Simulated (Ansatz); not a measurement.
**Migration of S in HfS$_{2}$**

The calculation used Ansatz 0.2.0, DFT PBE+D3(BJ), scalar-relativistic, plane waves, PAW. Run with 420 eV cutoff, 3×3×3 k-mesh, Gaussian smearing of 0.02 eV, no spin polarisation.

Host crystal, relaxed:

```yaml
crystal:
  lattice:
    - [3.60586, 0.00000, 0.00000]
    - [-1.80293, 3.12277, 0.00000]
    - [0.00000, 0.00000, 5.77039]
  atoms:
    - { symbol: Hf, position: [0.00000, 0.00000, 0.00000] }
    - { symbol: S, position: [0.66667, 0.33333, 0.74761] }
    - { symbol: S, position: [0.33333, 0.66667, 0.25239] }
```

In a supercell of 12 host sites, interstitial S hops to an equivalent place, moving 1.29 Å between the relaxed ends. Climbing-image nudged elastic band at fixed cell with images 0 (start) to 4 (end), the path measured over all atoms, converged to 0.05 eV/Å; the order of the saddle wasn't checked, and the small cell leaves errors of about a tenth of an eV.

Supercell rows in host cell vectors: 1 0 -1; 1 0 1; -2 -2 0. S was set at (0.000, 0.000, 0.500) of the host cell.

At the relaxed start S has 1 S at 2.06 Å, 1 Hf at 2.38 Å, 1 S at 2.77 Å, 1 Hf at 2.87 Å, 2 S at 2.89 Å, 1 S at 2.99 Å, 1 S at 3.20 Å.

Spin-orbit coupling is left out, which matters for the bands and energies of heavy elements.

Task: How high is the barrier, and where does the atom pass?

Result: 0.36 eV at image 2, where S has 2 Hf at 2.49 Å, 2 S at 2.50 Å, 4 S at 2.85 Å.

Cost: 1 run of about 6.2 core-minutes, on Intel Xeon 6975P-C (Granite Rapids) (shared hosts).